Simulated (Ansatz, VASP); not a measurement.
# Two plane-wave programs on NaCl

```
Na Cl
1.0
     3.50219    0.00000    0.00000
     0.00000    3.50219    0.00000
     0.00000    0.00000    3.50219
Na Cl
1 1
Direct
  0.95962 0.95962 0.00000
  0.50000 0.50000 0.50000
```

Alike in both runs: task single point; functional PBE; k mesh 6 × 6 × 6; occupations gaussian, width 0.05 eV; no spin polarisation.

```csv
,VASP,Ansatz
version,VASP 6.6.1,Ansatz 0.2.0
potentials or method,"VASP PAW PBE potentials, release 64 (Na_pv, Cl)","scalar-relativistic, plane waves, PAW"
plane-wave cutoff (eV),520,420
valence electrons in the cell,14,16
```

|  | VASP | Ansatz | Ansatz less VASP |
| --- | --- | --- | --- |
| gap on the k mesh at the Fermi level (eV) | 4.00 | 4.00 | 0.000 |
| least direct gap on the mesh (eV) | 4.48 | 4.48 | 0.000 |
| pressure (GPa) | 0.4 | 0.4 | +0.04 |
| largest component of the traceless stress (GPa) | 0.29 | 0.29 | -0.003 |
| rms of the force components (eV/Å) | 0.048 | 0.048 | -0.0004 |

Atom by atom the forces differ by 0.000 eV/Å (rms over components). The functional is the same, so the differences come from potentials, cutoffs and numerics. The two sets of potentials don't hold the same shells in valence.

A k mesh can miss the band edges.
